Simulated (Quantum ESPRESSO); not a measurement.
CuO:

```
CELL_PARAMETERS angstrom
2.83633 0.00000 0.00000
-1.41816 2.45633 0.00000
0.00000 0.00000 2.76811
ATOMIC_POSITIONS crystal
Cu 0.00000 0.00000 0.00000
O 0.66667 0.33333 0.50000
```

Measurements of this composition are mostly on another form, of space group No. 15.

Base run:

| Quantity | Value |
| --- | --- |
| Program | Quantum ESPRESSO 7.5 |
| Functional | LDA |
| Potentials or basis | SSSP 1.3 efficiency PBE |
| Cutoff | 748 eV |
| Density cutoff | 5987 eV |
| k mesh | 11 × 11 × 10 |
| Occupations | fermi-dirac, width 0.05 eV |
| Spin | no spin polarisation |
| Hubbard terms | Cu d U = 4 eV |

Its results: band gap on the k mesh none (metal or under the smearing width); pressure -13.2 GPa.

Question: After a change of settings the same cell gave: band gap on the k mesh none (metal or under the smearing width); pressure -8.9 GPa. Which change was it?
A. hubbard terms from Cu d U = 4 eV to Cu d U = 8 eV
B. hubbard terms from Cu d U = 4 eV to none
C. hubbard terms from Cu d U = 4 eV to Cu d U = 5 eV

Answer: A.

Caveats: the potentials were made for another functional, which shifts forces and pressure; an odd number of electrons without spin polarisation forces a metal; a magnetic or distorted state may lie lower; the run has no spin polarisation, though such a crystal can be magnetic; U without spin polarisation on a metal has little footing.
